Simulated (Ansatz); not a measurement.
# Ni: the cost of one run

Computed with Ansatz 0.2.0 (DFT PBE, scalar-relativistic, plane waves, PAW, unless a step's input says otherwise).

1 further run of the same task is left out (set aside as unsound or not needed).

**1. The starting structure**

It takes space group Fm-3m (No. 225, cubic). Conventional cell: a = 3.518 Å, b = 3.518 Å, c = 3.518 Å, α = 90.00°, β = 90.00°, γ = 90.00°. Around Ni (site symmetry m-3m) lie 12 Ni at 2.49 Å.

As a file:

```cif
data_structure
_symmetry_space_group_name_H-M 'Fm-3m'
_symmetry_Int_Tables_number 225
_cell_length_a 3.5181
_cell_length_b 3.5181
_cell_length_c 3.5181
_cell_angle_alpha 90.000
_cell_angle_beta 90.000
_cell_angle_gamma 90.000
_cell_volume 43.54
loop_
_atom_site_label
_atom_site_type_symbol
_atom_site_symmetry_multiplicity
_atom_site_Wyckoff_symbol
_atom_site_fract_x
_atom_site_fract_y
_atom_site_fract_z
_atom_site_occupancy
Ni1 Ni 4 a 0.00000 0.00000 0.00000 1
```

It is the result of an earlier relaxation at this level (volume 10.89 Å³/atom; gap on the mesh: none (metal), site moments up to 0.7 μB).

**2. What is varied**

The energy is mapped over two homogeneous strains (x along [1 0 0], y along [0 1 0], z along [0 0 1] of the conventional cell).

The axes are (1) strain +e along x and -e along y: 7 values from −11.0 %; (2) strain +e along z and -e/2 along x and y: 7 values from −15 to 15 %.

Nothing else is relaxed (symmetry fixes all fractional coordinates). Energies count from the relaxed crystal. Points are written as (first, second).

**3. Point (−11.0 %, −15 %)**

File input.yaml:

```yaml
crystal:
  lattice:
    - [0.0, 2.0844704813, 1.4951897967]
    - [1.697480181, 0.0, 1.4951897967]
    - [1.697480181, 2.0844704813, 0.0]
  atoms:
    - { symbol: Ni, position: [0.0, 0.0, 0.0], spin: 0.75 }
basis:
  ecutwfc: 520.0
kpoints:
  mp_grid: { grid: [22, 22, 22] }
hamiltonian:
  xc: pbe
scf:
  occupations: { method: gaussian, width: 0.15 }
output:
  forces: true
  stress: true
  eigenvalues: true
  populations: true
magnetization:
  spin_polarized: true
```

Started as:

```console
> ansatz run input.yaml --threads 1 --pin off --max-ram 2048MiB --backend cpu --events-out ev --progress --plain --runs-dir out
```

**Question.** How long does this run take on 1 thread of Intel Xeon 6975P-C (Granite Rapids), shared host, and how much memory does it need?

About 37 s, with a peak of 0.81 GiB.
